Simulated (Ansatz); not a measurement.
**How settings move the G0W0 gap of KI (rocksalt)**

KI in the rocksalt structure, relaxed with r2SCAN; one-shot G0W0 in Ansatz without spin-orbit coupling. (Simulation; spin polarisation is off.)

```
K I
1.0
     0.00000    3.54429    3.54429
     3.54429    0.00000    3.54429
     3.54429    3.54429    0.00000
K I
1 1
Direct
  0.00000 0.00000 0.00000
  0.50000 0.50000 0.50000
```

Gaps are read over the mesh points alone. G0W0 values are finite-basis, finite-mesh values.

| start | potentials | frequency model | mesh | empty bands | screening cutoff (eV) | Kohn-Sham gap (eV) | G0W0 gap (eV) | rough cost |
| --- | --- | --- | --- | --- | --- | --- | --- | --- |
| PBE | PAW | contour deformation | 4×4×4 | 144 | 80 | 3.94 | 5.95 | 27 core-seconds |
| PBE | PAW | contour deformation | 4×4×4 | 334 | 140 | 3.94 | 6.09 | 2.3 core-minutes |
| PBE | PAW | contour deformation | 4×4×4 | 615 | 210 | 3.94 | 6.13 | 11 core-minutes |
| HSE06 | PAW | contour deformation | 4×4×4 | 334 | 140 | 4.94 | 6.57 | 6 core-minutes |
| LDA | PAW | contour deformation | 4×4×4 | 334 | 140 | 3.58 | 5.89 | 2.4 core-minutes |
| r2SCAN | PAW | contour deformation | 4×4×4 | 334 | 140 | 4.59 | 6.44 | 2.6 core-minutes |
| PBE | PAW | Godby-Needs pole | 4×4×4 | 334 | 140 | 3.94 | 6.10 | 4 core-minutes |
| PBE | PAW | contour deformation | 6×6×6 | 144 | 80 | 3.94 | 5.94 | 2.9 core-minutes |
| PBE | norm-conserving | contour deformation | 4×4×4 | 334 | 140 | 3.94 | 5.98 | 4 core-minutes |

G0W0 moves the gap on the mesh from 3.94 eV (PBE) to 6.13 eV (direct at Γ). Renormalisation factors Z lie between 0.79 and 0.85.

Raising bands and cutoff together moves the gap by +0.14 eV (80 to 140 eV), then +0.04 eV (140 to 210 eV); the last step is still large, so the basis limit isn't reached. Starting from HSE06 (4.94 eV against PBE's 3.94 eV) gives 6.57 eV, +0.48 eV from G0W0@PBE at the same screening cutoff. Starting from LDA (3.58 eV against PBE's 3.94 eV) gives 5.89 eV, -0.20 eV from G0W0@PBE at the same screening cutoff. Starting from r2SCAN (4.59 eV against PBE's 3.94 eV) gives 6.44 eV, +0.35 eV from G0W0@PBE at the same screening cutoff. The Godby-Needs plasmon pole differs from contour deformation by +0.01 eV. A 6×6×6 mesh in place of 4×4×4 changes the opening over PBE by -0.01 eV (the gap on the mesh by -0.01 eV). Norm-conserving potentials (wave cutoff 952 eV against 420 eV) shift the quasiparticle gap by -0.11 eV and the PBE gap by 0.00 eV. r2SCAN runs take a wave cutoff of 500 eV.
